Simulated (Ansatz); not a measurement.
# ZrO2: the cost of one run

Program: Ansatz 0.2.0. Level of theory: DFT r2SCAN, scalar-relativistic, plane waves, PAW. These are calculated values, not measurements.

The COD entry's cell or inner coordinates are ideal or old and differ from later refinements, so a difference from it is no clean test against experiment.

### Step 1. The starting structure

It takes space group Fm-3m (No. 225, cubic). Conventional cell: a = 5.070 Å, b = 5.070 Å, c = 5.070 Å, α = 90.00°, β = 90.00°, γ = 90.00°. Around Zr (site symmetry m-3m) lie 8 O at 2.20 Å. Around O (site symmetry -43m) lie 4 Zr at 2.20 Å.

Structure file:

```
CELL_PARAMETERS angstrom
5.07000 0.00000 0.00000
0.00000 -5.07000 0.00000
0.00000 0.00000 -5.07000
ATOMIC_POSITIONS crystal
Zr 0.00000 0.50000 0.50000
Zr 0.50000 0.00000 0.50000
Zr 0.50000 0.50000 0.00000
Zr 0.00000 0.00000 0.00000
O 0.25000 0.25000 0.25000
O 0.75000 0.75000 0.25000
O 0.75000 0.25000 0.75000
O 0.25000 0.75000 0.75000
O 0.75000 0.75000 0.75000
O 0.25000 0.25000 0.75000
O 0.25000 0.75000 0.25000
O 0.75000 0.25000 0.25000
```

No relaxation comes first: the listed cell is the starting point.

### Step 2. Zero of the scan

input.yaml

```yaml
crystal:
  lattice:
    - [5.07, 0.0, 0.0]
    - [0.0, -5.07, 0.0]
    - [0.0, 0.0, -5.07]
  atoms:
    - { symbol: Zr, position: [0.0, 0.5, 0.5] }
    - { symbol: Zr, position: [0.5, 0.0, 0.5] }
    - { symbol: Zr, position: [0.5, 0.5, 0.0] }
    - { symbol: Zr, position: [0.0, 0.0, 0.0] }
    - { symbol: O, position: [0.25, 0.25, 0.25] }
    - { symbol: O, position: [0.75, 0.75, 0.25] }
    - { symbol: O, position: [0.75, 0.25, 0.75] }
    - { symbol: O, position: [0.25, 0.75, 0.75] }
    - { symbol: O, position: [0.75, 0.75, 0.75] }
    - { symbol: O, position: [0.25, 0.25, 0.75] }
    - { symbol: O, position: [0.25, 0.75, 0.25] }
    - { symbol: O, position: [0.75, 0.25, 0.25] }
basis:
  ecutwfc: 500
kpoints:
  mp_grid: { grid: [6, 6, 6] }
hamiltonian:
  xc: r2scan
scf:
  occupations: { method: gaussian, width: 0.05 }
output:
  forces: true
  stress: true
  eigenvalues: true
```

Started as:

```sh
$ ansatz run input.yaml --threads 2 --pin off --max-ram 5120MiB --backend cpu --events-out ev --progress --plain --runs-dir out
```

What time and memory should one allow on 2 threads of Oxide Virtual Turin-like (Zen 5), shared host?

About 8 s, with a peak of 0.8 GiB.
